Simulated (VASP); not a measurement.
**Ge: relaxation of cell and atoms with PBE**

The system is Ge.

```
Ge
1.0
     3.99759    0.00000    0.00000
    -1.99879    3.46201    0.00000
     0.00000    0.00000    6.59938
Ge
4
Cartesian
  1.9988 1.1540 0.4151
  0.0000 2.3080 3.7148
  1.9988 1.1540 2.8846
  0.0000 2.3080 6.1843
```

This isn't the form of Ge at room conditions, which is diamond.

| Property | Result |
| --- | --- |
| Program | VASP 6.6.1 |
| Task | relaxation of cell and atoms |
| Functional | PBE |
| Potentials or basis | VASP PAW PBE potentials, release 64 (Ge_d) |
| Cutoff | 600 eV |
| k mesh | 12 × 12 × 5 |
| Occupations | gaussian, width 0.03 eV |
| Spin | no spin polarisation |
| Further INCAR settings | ALGO = Normal; EDIFF = 1e-06; IBRION = 2; EDIFFG = -0.01; NSW = 90; ISIF = 3 |

```yaml
Relaxed_volume: 23.83 Å³/atom
Relaxed_cell: a = 4.056 Å, b = 4.056 Å, c = 6.692 Å, α = 90.00°, β = 90.00°, γ = 120.00°
Space_group_after_relaxing_to_0.05_Å: P6_3/mmc (No. 194)
Energy_gained_by_relaxing: 8.9 meV/atom
Ionic_steps: 5
Pressure_after_relaxing: 0.0 GPa
Largest_force_after_relaxing: 0.004 eV/Å
Band_gap_on_the_k_mesh: none (metal or under the smearing width)
```

Forces on the atoms (eV/Å):
```
Ge   0.000  0.000 -0.004
Ge   0.000  0.000 -0.004
Ge   0.000  0.000  0.004
Ge   0.000  0.000  0.004
```

Step by step:
| step | energy change (eV) | largest force (eV/Å) | pressure (GPa) | volume (Å³) |
| --- | --- | --- | --- | --- |
| 1 | 0.0000 | 0.0109 | 2.84 | 91.33 |
| 2 | -0.0321 | 0.0230 | -0.84 | 96.80 |
| 3 | -0.0355 | 0.0140 | -0.10 | 95.45 |
| 4 | -0.0355 | 0.0133 | 0.19 | 95.30 |
| 5 | -0.0355 | 0.0037 | 0.04 | 95.33 |

Final structure:
```
Ge
1.0
     4.05580    0.00000    0.00000
    -2.02790    3.51243    0.00000
     0.00000    0.00000    6.69168
Ge
4
Direct
  0.66667 0.33333 0.06286
  0.33333 0.66667 0.56286
  0.66667 0.33333 0.43714
  0.33333 0.66667 0.93714
```

Levels at points of the mesh, in eV from the Fermi level:
```
           k point  band 24  band 25  band 26  band 27  band 28  band 29  band 30  band 31  band 32  band 33
(0.00, 0.00, 0.00)    -1.38    -1.38    -0.36    -0.15    -0.11     0.14     0.14     2.30     2.30     2.75
(0.50, 0.00, 0.00)    -6.61    -4.32    -2.88    -2.62    -1.34     0.62     1.56     3.61     3.72     4.27
```

It took 4.6 min on 1 thread of Intel(R) Xeon(R) Platinum 8488C (Sapphire Rapids), on a shared host, peak memory 0.32 GiB.
